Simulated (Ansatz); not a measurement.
Crystal: Si2W.

```
CELL_PARAMETERS angstrom
-1.60690 1.60690 3.91495
1.60690 -1.60690 3.91495
1.60690 1.60690 -3.91495
ATOMIC_POSITIONS crystal
W 0.00000 0.00000 0.00000
Si 0.66530 0.66530 0.00000
Si 0.33470 0.33470 0.00000
```

```yaml
Program: Ansatz 0.2.0
Task: relaxation of cell and atoms
Functional: LDA
Potentials_or_basis: Ansatz PAW
Cutoff: "420 eV (not typed: the program's choice for these potentials)"
k_mesh: 12 × 12 × 12
Occupations: fermi-dirac, width 0.05 eV
Spin: no spin polarisation
```

At the start: volume 13.48 Å³/atom.

Where does the relaxation end?

It ends after 5 steps and the volume is 13.14 Å³/atom (-2.5 %); space group I4/mmm (No. 139, to 0.05 Å).

Step by step:
```csv
step,energy change (eV),largest force (eV/Å),volume (Å³)
1,0.0000,0.0509,40.44
2,-0.0155,0.0662,39.04
3,-0.0188,0.0134,39.45
4,-0.0188,0.0053,39.43
5,-0.0185,0.0053,39.43
```

Final structure:
```
W Si
1.0
    -1.59256    1.59256    3.88663
     1.59256   -1.59256    3.88663
     1.59256    1.59256   -3.88663
W Si
1 2
Direct
  0.00000 0.00000 0.00000
  0.66536 0.66536 0.00000
  0.33464 0.33464 0.00000
```

Caveat: the plane-wave basis is chosen anew once the cell has moved, so the energies of steps on either side of that aren't comparable; the PAW data sets come from PBE, with cores solved anew for the run's functional, which leaves a small shift of forces and pressure.
